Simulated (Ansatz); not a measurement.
This guess for SiC₂ is about to be relaxed.

```xyz
6
Lattice="2.6877 0.0000 0.0000 -1.3438 2.3276 0.0000 0.0000 0.0000 13.0514" Properties=species:S:1:pos:R:3 pbc="T T T"
Si    0.0000    1.5517    3.2629
Si    1.3438    0.7759    9.7886
C     0.0000    1.5517   11.9638
C     0.0000    1.5517    7.6133
C     1.3438    0.7759    1.0876
C     1.3438    0.7759    5.4381
```

These are results of DFT PBE, scalar-relativistic, plane waves, PAW in Ansatz, not measurements. Cutoff 420 eV, Gaussian smearing, Γ-centred meshes. Cell and atoms relax first on a coarse mesh and then on a finer one. In between, the cell is made exact in the group found at 0.06 Å. In metals the finer mesh still leaves noise of several meV/atom or more. The steps can't lower the symmetry of their start. No spin polarisation in the relaxation; trial moments died out in a coarse test.

A guess keeps its type if space group and coordination stay and the shape of the cell changes little (axis ratios within about 15 %, angles within 6°); the volume may change.

Problem. Does this structure survive the relaxation?

Solution. It doesn't keep its type. The symmetry stays P6_3/mmc (No. 194). The volume per atom shrinks by 38.1 %, from 13.6 to 8.4 Å³. The shortest distance goes from 2.67 Å (Si–C and C–C) to 1.53 Å (C–C). The ratio c/a of the conventional cell changes by a factor of 0.73. Counting neighbours within 15 % of an atom's shortest distance, the start has C 12, Si 12 and the end C 3, Si 2. In detail, at the end around Si lie 2 C at 2.04 Å and 6 Si at 2.55 Å; C is surrounded by 3 C at 1.53 Å and 1 Si at 2.04 Å.

```cif
data_structure
_symmetry_space_group_name_H-M 'P6_3/mmc'
_symmetry_Int_Tables_number 194
_cell_length_a 2.5455
_cell_length_b 2.5455
_cell_length_c 8.9997
_cell_angle_alpha 90.000
_cell_angle_beta 90.000
_cell_angle_gamma 120.000
_cell_volume 50.50
loop_
_atom_site_label
_atom_site_type_symbol
_atom_site_symmetry_multiplicity
_atom_site_Wyckoff_symbol
_atom_site_fract_x
_atom_site_fract_y
_atom_site_fract_z
_atom_site_occupancy
Si1 Si 2 c 0.33333 0.66667 0.25000 1
C1 C 4 f 0.33333 0.66667 0.02350 1
```

Formation energies are uncorrected and refer to the elements' standard structures at the same level.

Problem. At what energy does it end?

Solution. +0.36 eV/atom. The separate elements lie lower, so it is unstable against them.

The last run used an 18×18×4 mesh (in the run's order of axes) for its 6-atom cell and Gaussian smearing of 0.10 eV. The reference form of C is held partly by dispersion forces, which this level lacks. A structure relaxed within its symmetry needn't be a true minimum. Another cell of SiC2 relaxed alike, in P6/mmm, lies 34 meV/atom lower, so this cell isn't the stable form at this level.
